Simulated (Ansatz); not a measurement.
**Equation of state of BP from a dense series**

```xyz
2
Lattice="0.0000 2.2690 2.2690 2.2690 0.0000 2.2690 2.2690 2.2690 0.0000" Properties=species:S:1:pos:R:3 pbc="T T T"
B     0.0000    0.0000    0.0000
P     3.4035    3.4035    3.4035
```

Atom numbers follow the list: B1, P2.

The cell is COD entry 9008835, as deposited and not checked against the literature; nothing was relaxed.

Computed with DFT, PBE, all-electron LAPW, scalar-relativistic (Ansatz 0.2.0).

The runs use a Γ-centred 15×15×15 k mesh, Fermi–Dirac smearing of 0.05 eV, basis error target 1 meV/atom, no spin polarisation.

The cell is scaled evenly. Fractional coordinates are held (clamped ions).

```csv
V (Å³/atom),P (GPa)
10.981,12.63
11.214,8.41
11.448,4.57
11.565,2.79
11.682,1.09
11.798,-0.53
11.915,-2.08
12.383,-7.57
```

(1) Fit a third-order Birch–Murnaghan curve to the pressures.

(2) Predict the pressure at the withheld volume, 12.149 Å³/atom.

Answers

(1) P = (3B0/2)(y^(7/2) − y^(5/2))[1 + (3/4)(B0′ − 4)(y − 1)] with y = (V0/V)^(2/3) fits within 0.01 GPa for V0 = 11.760 Å³/atom, B0 = 161.8 GPa and B0′ = 3.81.

(2) There y = 0.9785, so the fit gives -4.95 GPa; the run gave -4.96 GPa.
